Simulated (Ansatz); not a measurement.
# Fitting the r2SCAN+rVV10 energy curve of Ge

```yaml
crystal:
  lattice:
    - [0.00000, 2.82891, 2.82891]
    - [2.82891, 0.00000, 2.82891]
    - [2.82891, 2.82891, 0.00000]
  atoms:
    - { symbol: Ge, position: [0.75000, 0.75000, 0.75000] }
    - { symbol: Ge, position: [0.50000, 0.50000, 0.50000] }
```

The cell was scaled at fixed shape and fractions and run with Ansatz, Ansatz PAW, cutoff 500 eV; r2SCAN+rVV10, k mesh 8 × 8 × 8 on the cell of 2 atoms, fermi-dirac occupations of 0.05 eV, no spin polarisation, no spin-orbit coupling. The potentials were made for PBE. Energies are those that the program minimises, any entropy of the smearing included.

```tsv
V (Å³/atom)	energy over the lowest row (meV/atom)
21.2807	19.735
21.7334	8.107
22.1862	1.727
22.6390	0.000
23.0918	2.422
23.5446	?
23.9973	17.664
```

Q: Fit the third-order Birch-Murnaghan form, give V0, B0 and B′, and predict the energy left open.

A: With y = (V0/V)^(2/3), E = E0 + (9 V0 B0/16) [(y - 1)³ B′ + (y - 1)² (6 - 4y)]. Least squares through the rows shown give V0 = 22.5923 Å³/atom, E0 = -0.008 meV, B0 = 73.43 GPa (1 eV/Å³ = 160.218 GPa) and B′ = 5.21, with a largest miss of 0.014 meV. At V = 23.5446 the form with these constants gives 8.437 meV; the run gave 8.482 meV an atom. Measured volume: 22.64 Å³/atom at 298.15 K (COD entry, doi:10.1107/S0021889875010965), so the fit lies -0.2 % from it. Measured modulus: 75.8 GPa (arxiv:1908.00180), so the fit lies -3.1 % from it. The runs are for a static lattice.
